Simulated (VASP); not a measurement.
**CuO under changes of volume**

One of the cells (12.857 Å³/atom); the others are scaled copies at fixed shape and fractional positions:

```
Cu O
1.0
     0.00000    2.34267    2.34267
     2.34267    0.00000    2.34267
     2.34267    2.34267    0.00000
Cu O
1 1
Direct
  0.00000 0.00000 0.00000
  0.25000 0.25000 0.25000
```

Measurements of this composition are mostly on another form, of space group No. 15.

```yaml
Program: VASP 6.6.1
Functional: r2SCAN
Potentials_or_basis: VASP PAW PBE potentials, release 64 (Cu, O)
Cutoff: 520 eV
k_mesh: 10 × 10 × 10
Occupations: fermi-dirac, width 0.05 eV
Spin: no spin polarisation
```

```csv
volume (Å³/atom),energy over the lowest point (meV/atom),pressure (GPa)
11.848,0.00,-8.2
12.100,14.49,-10.5
12.353,?,?
12.857,77.18,-16.0
13.109,103.33,-17.4
13.361,131.57,-18.7
```

Task: What does the run at 12.353 Å³/atom give?

Result: Energy over the lowest point 32.52 meV/atom; pressure -12.6 GPa.

Worked out: A Birch-Murnaghan fit of order 3 (a polynomial in V^(-2/3)) to the other rows has no minimum within the range. It gives 32.49 meV/atom at 12.353 Å³/atom, against the run's 32.52, and -dE/dV = -12.4 GPa, against -12.6.

Energies are extrapolated to zero smearing.

Caveats: the PAW data sets were made with another functional, which shifts forces and pressure a little; an odd number of electrons without spin polarisation forces a metal; a magnetic or distorted state may lie lower; the run has no spin polarisation, though such a crystal can be magnetic.
